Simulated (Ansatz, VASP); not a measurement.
## One calculation of AlN, two programs

```
Al N
1.0
     3.47920    0.00000    0.00000
    -1.73960    3.01308    0.00000
     0.00000    0.00000    3.81070
Al N
2 2
Direct
  0.33333 0.66667 0.75000
  0.66667 0.33333 0.25000
  0.33333 0.66667 0.25000
  0.66667 0.33333 0.75000
```

Alike in both runs: task single point; functional PBE; k mesh 9 × 9 × 6; occupations gaussian, width 0.05 eV; no spin polarisation.

```csv
,VASP,Ansatz
version,VASP 6.6.1,Ansatz 0.2.0
potentials or method,"VASP PAW PBE potentials, release 64 (Al, N)","scalar-relativistic, plane waves, PAW"
plane-wave cutoff (eV),520,520
valence electrons in the cell,16,16
```

VASP gave:

| Property | Result |
| --- | --- |
| gap on the k mesh at the Fermi level (eV) | 3.61 |
| least direct gap on the mesh (eV) | 3.69 |
| pressure (GPa) | 3.0 |
| largest component of the traceless stress (GPa) | 21.48 |

Q: Estimate Ansatz's values.

A: gap on the k mesh at the Fermi level (eV): 3.60; least direct gap on the mesh (eV): 3.68; pressure (GPa): 3.1; largest component of the traceless stress (GPa): 21.30.

Caveats: an odd mesh through Γ misses points on the zone boundary, where band edges often lie.
